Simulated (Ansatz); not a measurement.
Task: cell relaxations under several functionals of Cu2O, space group Pn-3m, with the Python package of Ansatz (0.2.0). Give the script and its output. Use (first run): LDA, PAW, the default cutoff (420 eV here), 6×6×6 k-points, Fermi-Dirac smearing of 0.1 eV.

```
Cu O
1.0
     4.26000    0.00000    0.00000
     0.00000    4.26000    0.00000
     0.00000    0.00000    4.26000
Cu O
4 2
Direct
  0.25000 0.25000 0.25000
  0.25000 0.75000 0.75000
  0.75000 0.75000 0.25000
  0.75000 0.25000 0.75000
  0.00000 0.00000 0.00000
  0.50000 0.50000 0.50000
```

Script `cu2o.py`:
```python
# -*- coding: utf-8 -*-
"""Relaxed cell of Cu2O under several functionals."""

import warnings

import ansatz
import numpy as np

def edges_and_angles(cell):
    cell = np.asarray(cell)
    a, b, c = np.linalg.norm(cell, axis=1)
    cosines = cell[1] @ cell[2] / (b * c), cell[0] @ cell[2] / (a * c), cell[0] @ cell[1] / (a * b)
    return (a, b, c, *np.degrees(np.arccos(cosines)))

warnings.simplefilter("ignore", ansatz.DeckWarning)

lattice = ansatz.Lattice.of(
    (4.26, 0.0, 0.0),
    (0.0, 4.26, 0.0),
    (0.0, 0.0, 4.26),
)
sites = [
    ("Cu", (0.25, 0.25, 0.25)),
    ("Cu", (0.25, 0.75, 0.75)),
    ("Cu", (0.75, 0.75, 0.25)),
    ("Cu", (0.75, 0.25, 0.75)),
    ("O", (0.0, 0.0, 0.0)),
    ("O", (0.5, 0.5, 0.5)),
]
crystal = ansatz.Crystal(lattice=lattice)
for symbol, position in sites:
    crystal = crystal.atom(symbol, position)

base = (
    crystal.calculation()
    .kpoints(6, 6, 6)
    .occupations(ansatz.OccupationsMethod.FERMI_DIRAC)
    .scf(tolerance=1e-09)
    .relax(cell=True)
)

levels = [("lda", "none"), ("pbesol", "none"), ("rpbe", "none")]
print("level            a       b       c    alpha   beta  gamma  V/atom  steps")
for name, dispersion in levels:
    seen = []
    run = base.functional(name, dispersion=dispersion).session().plan()
    outcome = run.execute(on_event=lambda e: seen.append(e) if e["event"] == "relax_step" else None)
    cell = outcome.lattice.cell_ang
    label = name if dispersion == "none" else f"{name}+{dispersion}"
    print("{:13s} {:7.4f} {:7.4f} {:7.4f} {:6.2f} {:6.2f} {:6.2f}".format(label, *edges_and_angles(cell)), f"{abs(np.linalg.det(cell)) / len(outcome.lattice.sites):7.3f} {len(seen):5d}")
```

```console
$ python cu2o.py
level            a       b       c    alpha   beta  gamma  V/atom  steps
lda            4.1667  4.1667  4.1667  90.00  90.00  90.00  12.057     7
pbesol         4.2228  4.2228  4.2228  90.00  90.00  90.00  12.550     7
rpbe           4.3549  4.3549  4.3549  90.00  90.00  90.00  13.766     7
```

From smallest to largest: LDA (12.06 Å³ an atom, -6.4 % against the start), PBEsol (12.55 Å³ an atom, -2.6 % against the start) and RPBE (13.77 Å³ an atom, +6.8 % against the start). The spread is 14.2 % in volume.

What to keep in mind:
- Spin is left out of this run.
- Forces vanish by symmetry, so the ions can't move, and the end may be a saddle.
- The program warned that this SCF threshold is loose for forces or stresses.
- Of the deposited cell: the entry's cell lengths or inner coordinates differ somewhat from later room-temperature determinations.
- Without a Hubbard U or exact exchange, semilocal functionals often make such 3d compounds metallic or too weakly gapped.
- The starting cell is as deposited in a crystallographic database; the results hold for this polymorph, which needn't be the stable one.
- The script silences the warnings on its input, which a real study should read.
- The whole script took 93 s on 1 thread of Intel(R) Xeon(R) Platinum 8259CL CPU @ 2.50GHz (Skylake/Cascade Lake) (shared host), peak memory 0.5 GiB.
